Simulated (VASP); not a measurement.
# NbC (Fm-3m) in VASP: relaxation of cell and atoms with PBE

Aim: the relaxation of cell and atoms of NbC with PBE.

All numbers are computed with VASP 6.6.1; they aren't measurements. Logs are shortened: lines on timing, memory, paths and dates and some standing lists are left out, and cuts for length are marked.

### 1 The crystal as given

Symmetry: Fm-3m, No. 225, cubic system. Conventional cell: a = 4.469 Å, b = 4.469 Å, c = 4.469 Å, α = 90.00°, β = 90.00°, γ = 90.00°. Around Nb (site symmetry m-3m) lie 6 C at 2.23 Å. C (site symmetry m-3m) has 6 Nb at 2.23 Å as nearest neighbours.

### 2 Relaxation of cell and atoms, PBE

INCAR reads:

```
SYSTEM = NbC
ALGO = Fast
EDIFF = 1E-7
EDIFFG = -0.004
ENCUT = 600
GGA = PE
IBRION = 2
ISIF = 3
ISMEAR = 0
LASPH = .True.
LCHARG = .False.
LREAL = .False.
LWAVE = .False.
NELM = 100
NSW = 80
PREC = Accurate
SIGMA = 0.1
```

KPOINTS reads:

```
k-points
0
Gamma
  16 16 16
  0 0 0
```

POSCAR reads:

```
NbC
1.0
    0.0000000000      2.2345500000      2.2345500000
    2.2345500000      0.0000000000      2.2345500000
    2.2345500000      2.2345500000      0.0000000000
Nb C
1 1
Direct
    0.0000000000      0.0000000000      0.0000000000
    0.5000000000      0.5000000000      0.5000000000
```

Potentials or basis: VASP PAW PBE potentials, release 64 (Nb_sv, C).

The run is started by

```sh
$ cat potpaw_PBE.64/Nb_sv/POTCAR potpaw_PBE.64/C/POTCAR > POTCAR
$ mpirun -np 1 vasp_std > vasp.out
```

OUTCAR:

```text
SYSTEM = NbC
   EDIFF = 1E-7
   EDIFFG = -0.004
   ENCUT = 600
   GGA = PE
   IBRION = 2
   ISIF = 3
   ISMEAR = 0
   LASPH = .True.
   LREAL = .False.
   NELM = 100
   NSW = 80
   PREC = Accurate

 ion  position               nearest neighbor table
   1  0.000  0.000  0.000-   2 2.23   2 2.23   2 2.23   2 2.23   2 2.23   2 2.23
   2  0.500  0.500  0.500-   1 2.23   1 2.23   1 2.23   1 2.23   1 2.23   1 2.23

  LATTYP: Found a face centered cubic cell.
 ALAT       =     4.4691000000

  Lattice vectors:

 A1 = (   0.0000000000,   2.2345500000,   2.2345500000)
 A2 = (   2.2345500000,   0.0000000000,   2.2345500000)
 A3 = (   2.2345500000,   2.2345500000,   0.0000000000)

Analysis of symmetry for initial positions (statically):
=====================================================================
 Subroutine PRICEL returns:
 Original cell was already a primitive cell.

 Routine SETGRP: Setting up the symmetry group for a
 face centered cubic supercell.

 Subroutine GETGRP returns: Found 48 space group operations
 (whereof 48 operations were pure point group operations)
 out of a pool of 48 trial point group operations.

The static configuration has the point symmetry O_h .

Analysis of symmetry for dynamics (positions and initial velocities):
=====================================================================
 Subroutine PRICEL returns:
 Original cell was already a primitive cell.

 Routine SETGRP: Setting up the symmetry group for a
 face centered cubic supercell.

 Subroutine GETGRP returns: Found 48 space group operations
 (whereof 48 operations were pure point group operations)
 out of a pool of 48 trial point group operations.

The dynamic configuration has the point symmetry O_h .

 Subroutine INISYM returns: Found 48 space group operations
 (whereof 48 operations are pure point group operations),
 and found     1 'primitive' translations

----------------------------------------------------------------------------------------

                                     Primitive cell

  volume of cell :      22.3152

  direct lattice vectors                    reciprocal lattice vectors
     0.000000000  2.234550000  2.234550000    -0.223758699  0.223758699  0.223758699
     2.234550000  0.000000000  2.234550000     0.223758699 -0.223758699  0.223758699
     2.234550000  2.234550000  0.000000000     0.223758699  0.223758699 -0.223758699

  length of vectors
     3.160130916  3.160130916  3.160130916     0.387561435  0.387561435  0.387561435

  position of ions in fractional coordinates (direct lattice)
     0.000000000  0.000000000  0.000000000
     0.500000000  0.500000000  0.500000000

  ion indices of the primitive-cell ions
   primitive index   ion index
                 1           1
                 2           2

----------------------------------------------------------------------------------------

 KPOINTS: k-points

Automatic generation of k-mesh.
 Grid dimensions read from file:
 generate k-points for:   16   16   16

 Generating k-lattice:

  Cartesian coordinates                     Fractional coordinates (reciprocal lattice)
    -0.013984919  0.013984919  0.013984919     0.062500000  0.000000000  0.000000000
     0.013984919 -0.013984919  0.013984919     0.000000000  0.062500000  0.000000000
     0.013984919  0.013984919 -0.013984919     0.000000000  0.000000000  0.062500000

  Length of vectors
     0.024222590  0.024222590  0.024222590

  Shift w.r.t. Gamma in fractional coordinates (k-lattice)
     0.000000000  0.000000000  0.000000000

 Subroutine IBZKPT returns following result:
 ===========================================

 Found    145 irreducible k-points:

 Following reciprocal coordinates:
            Coordinates               Weight
  0.000000  0.000000  0.000000      1.000000
  0.062500  0.000000  0.000000      8.000000
  0.125000  0.000000  0.000000      8.000000
  0.187500  0.000000  0.000000      8.000000
  0.250000  0.000000  0.000000      8.000000
  0.312500  0.000000  0.000000      8.000000
[... 16 lines left out ...]
 -0.125000  0.062500  0.000000     24.000000
 -0.062500  0.062500  0.000000     12.000000
 [... further k-points ...]
   k-points           NKPTS =    145   k-points in BZ     NKDIM =    145   number of bands    NBANDS=     12
   number of dos      NEDOS =    301   number of ions     NIONS =      2
   total plane-waves  NPLWV =  21952
   dimension x,y,z NGX =    28 NGY =   28 NGZ =   28
   dimension x,y,z NGXF=    56 NGYF=   56 NGZF=   56
   ions per type =               1   1
   NGX,Y,Z   is equivalent  to a cutoff of  14.73, 14.73, 14.73 a.u.
   NGXF,Y,Z  is equivalent  to a cutoff of  29.46, 29.46, 29.46 a.u.
 SYSTEM =  NbC
   PREC   = accura    normal or accurate (medium, high low for compatibility)
   ISTART =      0    job   : 0-new  1-cont  2-samecut
   ICHARG =      2    charge: 1-file 2-atom 10-const
   ISPIN  =      1    spin polarized calculation?
   LNONCOLLINEAR =      F non collinear calculations
   LSORBIT =      F    spin-orbit coupling
   LASPH  =      T    aspherical Exc in radial PAW
   ENCUT  =  600.0 eV  44.10 Ry    6.64 a.u.   6.31  6.31  6.31*2*pi/ulx,y,z
   NELM   =    100;   NELMIN=  2; NELMDL= -5     # of ELM steps
   EDIFF  = 0.1E-06   stopping-criterion for ELM
   LREAL  =      F    real-space projection
   EDIFFG = -.4E-02   stopping-criterion for IOM
   NSW    =     80    number of steps for IOM
   IBRION =      2    ionic relax: 0-MD 1-quasi-New 2-CG
   NFREE  =      1    steps in history (QN), initial steepest desc. (CG)
   ISIF   =      3    stress and relaxation
   ISYM   =      2    0-nonsym 1-usesym 2-fastsym
   POTIM  = 0.5000    time-step for ionic-motion
   TEBEG  =    0.0;   TEEND  =   0.0 temperature during run
   PSTRESS=    0.0 pullay stress
   NELECT =      17.0000    total number of electrons
   NUPDOWN=      -1.0000    fix difference up-down
   EMIN   =  10.00;   EMAX   =-10.00  energy-range for DOS
   EFERMI =   0.00;   METHOD = LEGACY
   ISMEAR =     0;   SIGMA  =   0.10  broadening in eV -4-tet -1-fermi 0-gaus
   EFERMI_NEDOS =   21; number of points for ismear=-14 and -15
   IALGO  =     68    algorithm
   IMIX   =      4    mixing-type and parameters
     AMIX     =   0.40;   BMIX     =  1.00
     AMIX_MAG =   1.60;   BMIX_MAG =  1.00
  volume/ion in A,a.u.               =      11.16        75.30
  Fermi-wavevector in a.u.,A,eV,Ry     =   1.495172  2.825465 30.416346  2.235538
  Thomas-Fermi vector in A             =   2.607351
   LORBIT       =      0    0 simple, 1 ext, 2 COOP (PROOUT), +10 PAW based schemes
   GGA     = PE    functional components
   LHFCALC =     F    Hartree Fock is set to
   AEXX    =    0.0000 exact exchange contribution
   IVDW    =     0    specifies the selected vdW correction
   LEPSILON=     F    determine dielectric tensor
   LRPA    =     F    only Hartree local field effects (RPA)
 conjugate gradient relaxation of ions
 non-spin polarized calculation
 RMM-DIIS sequential band-by-band and
 Gauss-broadening in eV      SIGMA  =   0.10
  energy-cutoff  :      600.00
  volume of cell :       22.32
 maximum number of plane-waves:       757
 NGX is ok and might be reduce to    28
   NGX = 13   NGY = 13   NGZ = 13

--------------------------------------- Ionic step        1  -------------------------------------------

 number of electron      17.0000001 magnetization

 Free energy of the ion-electron system (eV)
  ---------------------------------------------------
  ext. energy  EPLUGINS =         0.00000000
  ---------------------------------------------------
  free energy    TOTEN  =       -20.54615303 eV

  energy without entropy =      -20.54251282  energy(sigma->0) =      -20.54433293

------------------------ aborting loop because EDIFF is reached ----------------------------------------

  FORCE on cell =-STRESS in cart. coord.  units (eV):
  Direction    XX          YY          ZZ          XY          YZ          ZX
  --------------------------------------------------------------------------------------
  -------------------------------------------------------------------------------------
  Total        0.3717781      0.3717781      0.3717781     -0.0000000      0.0000000     -0.0000000
  in kB       26.6928028     26.6928028     26.6928028     -0.0000000      0.0000000     -0.0000000
  external PRESSURE =      26.6928028 kB  Pullay stress =       0.0000000 kB
[... 57 lines left out ...]
  energy  without entropy=      -20.5373096252  energy(sigma->0) =      -20.53919101

--------------------------------------- Ionic step        3  -------------------------------------------

 number of electron      17.0000001 magnetization

 Free energy of the ion-electron system (eV)
  ---------------------------------------------------
  ext. energy  EPLUGINS =         0.00000000
  ---------------------------------------------------
  free energy    TOTEN  =       -20.54779782 eV

  energy without entropy =      -20.54411693  energy(sigma->0) =      -20.54595737

 E-fermi :  12.4359     XC(G=0): -13.0421

 val. band max:       12.3967021387   @ k =  -0.1875   0.1875   0.0000
 cond. band min:      12.4568450825   @ k =  -0.3750   0.4375   0.1250
 fundamental gap:      0.0601429438
 Fermi energy:        12.4358750329

 k-point     1 :       0.0000    0.0000    0.0000
  band No.  band energies     occupation
      1     -43.3282      2.00000
      2     -19.0402      2.00000
      3     -19.0402      2.00000
      4     -19.0402      2.00000
      5      -0.9524      2.00000
      6      11.1582      2.00000
      7      11.1582      2.00000
      8      11.1582      2.00000
      9      12.2383      1.99479
     10      12.2383      1.99479
     11      12.2383      1.99479
     12      12.7974      0.00000
[... 331 lines left out ...]
 k-point    24 :      -0.0625    0.0625    0.0000
  band No.  band energies     occupation
      1     -43.3181      2.00000
      2     -19.1187      2.00000
      3     -19.0619      2.00000
      4     -19.0422      2.00000
      5      -0.6952      2.00000
      6      10.2682      2.00000
      7      10.4073      2.00000
      8      10.5042      2.00000
      9      11.3043      2.00000
     10      12.1279      1.99999
     11      12.8908      0.00000
     12      13.8773      0.00000

 [... further k-points ...]

------------------------ aborting loop because EDIFF is reached ----------------------------------------

  FORCE on cell =-STRESS in cart. coord.  units (eV):
  Direction    XX          YY          ZZ          XY          YZ          ZX
  --------------------------------------------------------------------------------------
  -------------------------------------------------------------------------------------
  Total       -0.0035813     -0.0035813     -0.0035813      0.0000000     -0.0000000      0.0000000
  in kB       -0.2548674     -0.2548674     -0.2548674      0.0000000     -0.0000000      0.0000000
  external PRESSURE =      -0.2548674 kB  Pullay stress =       0.0000000 kB
[... 17 lines left out ...]
  FREE ENERGIE OF THE ION-ELECTRON SYSTEM (eV)
  ---------------------------------------------------
  free  energy   TOTEN  =       -20.5477978179 eV

  energy  without entropy=      -20.5441169296  energy(sigma->0) =      -20.54595737

 reached required accuracy - stopping structural energy minimisation
```

Run time: 5 min. Hardware: 1 thread of AMD EPYC 9R45 (Zen 5), shared host; peak memory 0.17 GiB.

Results:

```yaml
Free_energy: -20.5478 eV
Relaxed_volume: 11.26 Å³/atom
Relaxed_cell: a = 3.169 Å, b = 3.169 Å, c = 3.169 Å, α = 60.00°, β = 60.00°, γ = 60.00°
Space_group_after_relaxing_to_0.05_Å: Fm-3m (No. 225)
Energy_gained_by_relaxing: 0.8 meV/atom
Ionic_steps: 3
Pressure_after_relaxing: 0.0 GPa
Band_gap_on_the_k_mesh: none (metal or under the smearing width)
```

The path:
| step | energy change (eV) | largest force (eV/Å) | pressure (GPa) | volume (Å³) |
| --- | --- | --- | --- | --- |
| 1 | 0.0000 | 0.0000 | 2.67 | 22.32 |
| 2 | 0.0051 | 0.0000 | -5.18 | 22.92 |
| 3 | -0.0016 | 0.0000 | -0.03 | 22.51 |

Final structure:
```cif
data_structure
_symmetry_space_group_name_H-M 'P 1'
_symmetry_Int_Tables_number 1
_cell_length_a 3.1695
_cell_length_b 3.1695
_cell_length_c 3.1695
_cell_angle_alpha 60.000
_cell_angle_beta 60.000
_cell_angle_gamma 60.000
_cell_volume 22.51
loop_
_atom_site_label
_atom_site_type_symbol
_atom_site_fract_x
_atom_site_fract_y
_atom_site_fract_z
_atom_site_occupancy
Nb1 Nb 0.00000 0.00000 0.00000 1
C1 C 0.50000 0.50000 0.50000 1
```

PBE usually gives volumes a little too large and moduli too small. Zero-point motion and thermal expansion aren't in these numbers.
